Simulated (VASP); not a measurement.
# InP (F-43m) in VASP: notebook, part 2 of 2

VASP 6.6.1.

## (4) Relaxation of cell and atoms, BLYP+D3(BJ)

This run uses another cell than the first one, of 25.17 Å³/atom, 0.989 times its volume.

File INCAR:

```
SYSTEM = InP
PREC = Accurate
ENCUT = 600
EDIFF = 1E-7
ISMEAR = -1
SIGMA = 0.05
LREAL = .False.
LASPH = .True.
NELM = 80
ALGO = Normal
ISIF = 3
LWAVE = .False.
LCHARG = .False.
GGA = B5
ALDAX = 1.0
AGGAX = 1.0
AGGAC = 1.0
ALDAC = 0.0
IVDW = 12
VDW_S6 = 1.0
VDW_S8 = 2.6996
VDW_A1 = 0.4298
VDW_A2 = 4.2359
IBRION = 2
NSW = 80
EDIFFG = -0.005
```

File KPOINTS:

```
Automatic mesh
0
Gamma
  8 8 8
  0 0 0
```

File POSCAR:

```
InP
1.0
    0.0000000000      2.9305000000      2.9305000000
    2.9305000000      0.0000000000      2.9305000000
    2.9305000000      2.9305000000      0.0000000000
In P
1 1
Direct
    0.0000000000      0.0000000000      0.0000000000
    0.7500000000      0.7500000000      0.7500000000
```

Potentials or basis: VASP PAW PBE potentials, release 64 (In_d, P).

On the command line:

```console
$ cat potpaw_PBE.64/In_d/POTCAR potpaw_PBE.64/P/POTCAR > POTCAR
$ mpirun -np 1 vasp_std > vasp.out
```

OUTCAR:

```text
SYSTEM = InP
   PREC = Accurate
   ENCUT = 600
   EDIFF = 1E-7
   ISMEAR = -1
   LREAL = .False.
   LASPH = .True.
   NELM = 80
   ISIF = 3
   GGA = B5
   IVDW = 12
   IBRION = 2
   NSW = 80
   EDIFFG = -0.005
 IVDW          = 12

 ion  position               nearest neighbor table
   1  0.000  0.000  0.000-   2 2.54   2 2.54   2 2.54   2 2.54
   2  0.750  0.750  0.750-   1 2.54   1 2.54   1 2.54   1 2.54

  LATTYP: Found a face centered cubic cell.
 ALAT       =     5.8610000000

  Lattice vectors:

 A1 = (   0.0000000000,   2.9305000000,   2.9305000000)
 A2 = (   2.9305000000,   0.0000000000,   2.9305000000)
 A3 = (   2.9305000000,   2.9305000000,   0.0000000000)

Analysis of symmetry for initial positions (statically):
=====================================================================
 Subroutine PRICEL returns:
 Original cell was already a primitive cell.

 Routine SETGRP: Setting up the symmetry group for a
 face centered cubic supercell.

 Subroutine GETGRP returns: Found 24 space group operations
 (whereof 24 operations were pure point group operations)
 out of a pool of 48 trial point group operations.

The static configuration has the point symmetry T_d .

Analysis of symmetry for dynamics (positions and initial velocities):
=====================================================================
 Subroutine PRICEL returns:
 Original cell was already a primitive cell.

 Routine SETGRP: Setting up the symmetry group for a
 face centered cubic supercell.

 Subroutine GETGRP returns: Found 24 space group operations
 (whereof 24 operations were pure point group operations)
 out of a pool of 48 trial point group operations.

The dynamic configuration has the point symmetry T_d .

 Subroutine INISYM returns: Found 24 space group operations
 (whereof 24 operations are pure point group operations),
 and found     1 'primitive' translations

----------------------------------------------------------------------------------------

                                     Primitive cell

  volume of cell :      50.3333

  direct lattice vectors                    reciprocal lattice vectors
     0.000000000  2.930500000  2.930500000    -0.170619348  0.170619348  0.170619348
     2.930500000  0.000000000  2.930500000     0.170619348 -0.170619348  0.170619348
     2.930500000  2.930500000  0.000000000     0.170619348  0.170619348 -0.170619348

  length of vectors
     4.144352845  4.144352845  4.144352845     0.295521380  0.295521380  0.295521380

  position of ions in fractional coordinates (direct lattice)
     0.000000000  0.000000000  0.000000000
     0.750000000  0.750000000  0.750000000

  ion indices of the primitive-cell ions
   primitive index   ion index
                 1           1
                 2           2

----------------------------------------------------------------------------------------

 KPOINTS: Automatic mesh

Automatic generation of k-mesh.
 Grid dimensions read from file:
 generate k-points for:    8    8    8

 Generating k-lattice:

  Cartesian coordinates                     Fractional coordinates (reciprocal lattice)
    -0.021327419  0.021327419  0.021327419     0.125000000  0.000000000  0.000000000
     0.021327419 -0.021327419  0.021327419     0.000000000  0.125000000  0.000000000
     0.021327419  0.021327419 -0.021327419     0.000000000  0.000000000  0.125000000

  Length of vectors
     0.036940172  0.036940172  0.036940172

  Shift w.r.t. Gamma in fractional coordinates (k-lattice)
     0.000000000  0.000000000  0.000000000

 Subroutine IBZKPT returns following result:
 ===========================================

 Found     29 irreducible k-points:

 Following reciprocal coordinates:
            Coordinates               Weight
  0.000000  0.000000  0.000000      1.000000
  0.125000  0.000000  0.000000      8.000000
  0.250000  0.000000  0.000000      8.000000
  0.375000  0.000000  0.000000      8.000000
  0.500000  0.000000  0.000000      4.000000
  0.125000  0.125000  0.000000      6.000000
[... 16 lines left out ...]
  0.500000  0.250000  0.125000     48.000000
 -0.375000  0.250000  0.125000     24.000000
 [... further k-points ...]
   k-points           NKPTS =     29   k-points in BZ     NKDIM =     29   number of bands    NBANDS=     13
   number of dos      NEDOS =    301   number of ions     NIONS =      2
   total plane-waves  NPLWV =  46656
   dimension x,y,z NGX =    36 NGY =   36 NGZ =   36
   dimension x,y,z NGXF=    72 NGYF=   72 NGZF=   72
   ions per type =               1   1
   NGX,Y,Z   is equivalent  to a cutoff of  14.44, 14.44, 14.44 a.u.
   NGXF,Y,Z  is equivalent  to a cutoff of  28.88, 28.88, 28.88 a.u.
 SYSTEM =  InP
   PREC   = accura    normal or accurate (medium, high low for compatibility)
   ISTART =      0    job   : 0-new  1-cont  2-samecut
   ICHARG =      2    charge: 1-file 2-atom 10-const
   ISPIN  =      1    spin polarized calculation?
   LNONCOLLINEAR =      F non collinear calculations
   LSORBIT =      F    spin-orbit coupling
   LASPH  =      T    aspherical Exc in radial PAW
   ENCUT  =  600.0 eV  44.10 Ry    6.64 a.u.   8.28  8.28  8.28*2*pi/ulx,y,z
   NELM   =     80;   NELMIN=  2; NELMDL= -5     # of ELM steps
   EDIFF  = 0.1E-06   stopping-criterion for ELM
   LREAL  =      F    real-space projection
   EDIFFG = -.5E-02   stopping-criterion for IOM
   NSW    =     80    number of steps for IOM
   IBRION =      2    ionic relax: 0-MD 1-quasi-New 2-CG
   NFREE  =      1    steps in history (QN), initial steepest desc. (CG)
   ISIF   =      3    stress and relaxation
   ISYM   =      2    0-nonsym 1-usesym 2-fastsym
   POTIM  = 0.5000    time-step for ionic-motion
   TEBEG  =    0.0;   TEEND  =   0.0 temperature during run
   PSTRESS=    0.0 pullay stress
   NELECT =      18.0000    total number of electrons
   NUPDOWN=      -1.0000    fix difference up-down
   EMIN   =  10.00;   EMAX   =-10.00  energy-range for DOS
   EFERMI =   0.00;   METHOD = LEGACY
   ISMEAR =    -1;   SIGMA  =   0.05  broadening in eV -4-tet -1-fermi 0-gaus
   EFERMI_NEDOS =   21; number of points for ismear=-14 and -15
   IALGO  =     38    algorithm
   IMIX   =      4    mixing-type and parameters
     AMIX     =   0.40;   BMIX     =  1.00
     AMIX_MAG =   1.60;   BMIX_MAG =  1.00
  volume/ion in A,a.u.               =      25.17       169.83
  Fermi-wavevector in a.u.,A,eV,Ry     =   1.162021  2.195901 18.371846  1.350293
  Thomas-Fermi vector in A             =   2.298587
   LORBIT       =      0    0 simple, 1 ext, 2 COOP (PROOUT), +10 PAW based schemes
   GGA     = B5    functional components
   LHFCALC =     F    Hartree Fock is set to
   AEXX    =    0.0000 exact exchange contribution
   IVDW    =    12    specifies the selected vdW correction
   LEPSILON=     F    determine dielectric tensor
   LRPA    =     F    only Hartree local field effects (RPA)
 conjugate gradient relaxation of ions
 non-spin polarized calculation
  energy-cutoff  :      600.00
  volume of cell :       50.33
 maximum number of plane-waves:      1700
 NGX is ok and might be reduce to    36
   NGX = 17   NGY = 17   NGZ = 17

--------------------------------------- Ionic step        1  -------------------------------------------

 number of electron      17.9999998 magnetization

 Free energy of the ion-electron system (eV)
  ---------------------------------------------------
  ext. energy  EPLUGINS =         0.00000000
  ---------------------------------------------------
  free energy    TOTEN  =        -7.05632494 eV

  energy without entropy =       -7.05631453  energy(sigma->0) =       -7.05631973

------------------------ aborting loop because EDIFF is reached ----------------------------------------

 Edisp (eV)   -1.43098

 E8    (eV) :    -1.0601
[... 71 lines left out ...]
--------------------------------------- Ionic step        3  -------------------------------------------

 number of electron      17.9999998 magnetization

 Free energy of the ion-electron system (eV)
  ---------------------------------------------------
  ext. energy  EPLUGINS =         0.00000000
  ---------------------------------------------------
  free energy    TOTEN  =        -7.10331567 eV

  energy without entropy =       -7.10327975  energy(sigma->0) =       -7.10329771

 E-fermi :   5.6156     XC(G=0):  -8.6100

 val. band max:        5.3416816488   @ k =   0.0000   0.0000   0.0000
 cond. band min:       5.8250178341   @ k =   0.0000   0.0000   0.0000
 fundamental gap:      0.4833361853
 Fermi energy:         5.6156279195

 k-point     1 :       0.0000    0.0000    0.0000
  band No.  band energies     occupation
      1      -8.8367      2.00000
      2      -8.8367      2.00000
      3      -8.8367      2.00000
      4      -8.6951      2.00000
      5      -8.6951      2.00000
      6      -6.0058      2.00000
      7       5.3417      1.99169
      8       5.3417      1.99169
      9       5.3417      1.99169
     10       5.8250      0.02991
     11       9.4522      0.00000
     12       9.4522      0.00000
     13       9.4522      0.00000
[... 354 lines left out ...]
  band No.  band energies     occupation
      1      -8.9562      2.00000
      2      -8.7922      2.00000
      3      -8.7741      2.00000
      4      -8.6999      2.00000
      5      -8.6833      2.00000
      6      -4.0837      2.00000
      7      -0.0904      2.00000
      8       2.7714      2.00000
      9       3.7916      2.00000
     10       8.4170      0.00000
     11       9.6495      0.00000
     12      11.1888      0.00000
     13      12.5582      0.00000

 [... further k-points ...]

------------------------ aborting loop because EDIFF is reached ----------------------------------------

 Edisp (eV)   -1.39047

 E8    (eV) :    -1.0297
[... 25 lines left out ...]
  FREE ENERGIE OF THE ION-ELECTRON SYSTEM (eV)
  ---------------------------------------------------
  free  energy   TOTEN  =        -8.4937848525 eV

  energy  without entropy=       -8.4937489283  energy(sigma->0) =       -8.49376689

 reached required accuracy - stopping structural energy minimisation
```

OSZICAR:

```text
N       E                     dE             d eps       ncg     rms          rms(c)
DAV:   1     0.121958046909E+03    0.12196E+03   -0.92851E+03   754   0.170E+03
DAV:   2     0.162750098972E+01   -0.12033E+03   -0.11643E+03   779   0.352E+02
DAV:   3    -0.731660853965E+01   -0.89441E+01   -0.88708E+01   984   0.978E+01
DAV:   4    -0.758935445984E+01   -0.27275E+00   -0.27242E+00   874   0.180E+01
[... 27 lines left out ...]
DAV:   5    -0.710331465609E+01    0.46422E-04   -0.51522E-05  1091   0.823E-02    0.508E-02
DAV:   6    -0.710331773969E+01   -0.30836E-05   -0.14977E-05  1141   0.495E-02    0.122E-02
DAV:   7    -0.710331597382E+01    0.17659E-05   -0.17828E-06   927   0.161E-02    0.268E-03
DAV:   8    -0.710331570024E+01    0.27359E-06   -0.82611E-08   477   0.366E-03    0.616E-04
DAV:   9    -0.710331567296E+01    0.27279E-07   -0.19630E-08   427   0.192E-03
   3 F= -.84937849E+01 E0= -.84937669E+01  d E =-.647623E-02
```

Wall time 91 s (1 thread of Intel Xeon 6975P-C, shared host); peak memory 0.23 GiB.

What came out:

```yaml
Free_energy: -8.4938 eV
Relaxed_volume: 25.81 Å³/atom
Relaxed_cell: a = 4.179 Å, b = 4.179 Å, c = 4.179 Å, α = 60.00°, β = 60.00°, γ = 60.00°
Space_group_after_relaxing_to_0.05_Å: F-43m (No. 216)
Energy_gained_by_relaxing: 3.2 meV/atom
Ionic_steps: 3
Pressure_after_relaxing: 0.0 GPa
Band_gap_on_the_k_mesh: 0.48 eV, direct
Dispersion_energy_per_atom: -0.695 eV
```

Step by step:
| step | energy change (eV) | largest force (eV/Å) | pressure (GPa) | volume (Å³) |
| --- | --- | --- | --- | --- |
| 1 | 0.0000 | 0.0000 | 1.63 | 50.33 |
| 2 | -0.0051 | 0.0000 | -0.71 | 52.23 |
| 3 | -0.0065 | 0.0000 | -0.01 | 51.62 |

Final structure:
```yaml
crystal:
  lattice:
    - [0.00000, 2.95530, 2.95530]
    - [2.95530, 0.00000, 2.95530]
    - [2.95530, 2.95530, 0.00000]
  atoms:
    - { symbol: In, position: [0.00000, 0.00000, 0.00000] }
    - { symbol: P, position: [0.75000, 0.75000, 0.75000] }
```

Caveat: the PAW data sets were made with another functional, which shifts forces and pressure a little; spin-orbit coupling is left out, which moves the levels of the heavy elements.

## (5) The runs side by side

```csv
task,level,cell,cutoff (eV),gap on the mesh (eV),pressure (GPa)
single point,revPBE+D4,"a = 4.160 Å, angles 60.0°, 2 atoms",520,0.75,-0.1
single point,BLYP+D3(BJ),"a = 4.178 Å, angles 60.0°, 2 atoms",520,0.49,0.0
relaxation of cell and atoms,BLYP+D3(BJ),"relaxed from a = 4.144 Å, angles 60.0°, 2 atoms",600,0.48,0.0
```

Alike in all rows: potentials or basis VASP PAW PBE potentials, release 64 (In_d, P); no spin polarisation; k mesh 8 × 8 × 8; smearing fermi-dirac 0.05 eV.

Caveats: the PAW data sets were made with another functional, which shifts forces and pressure a little; spin-orbit coupling is left out, which moves the levels of the heavy elements.

Total energies depend on the potentials used, so only differences within one code and one set of settings carry meaning.

## (6) How close it comes

Step 2. Against the measured gap of InP, 1.4236 eV (direct; 1.6 K; a printed reference work, data compilation), the calculated 0.75 eV is off by -0.67 eV. Spin-orbit coupling on In is left out. The value is that of revPBE+D4, without temperature or zero-point motion. Semilocal functionals fall short of measured gaps as a rule.

Step 3. A measured gap of InP is 1.4236 eV (direct; 1.6 K; a printed reference work, data compilation); the calculated 0.49 eV misses it by -0.93 eV. Spin-orbit coupling on In is left out. The value is that of BLYP+D3(BJ), without temperature or zero-point motion. Semilocal functionals fall short of measured gaps as a rule.
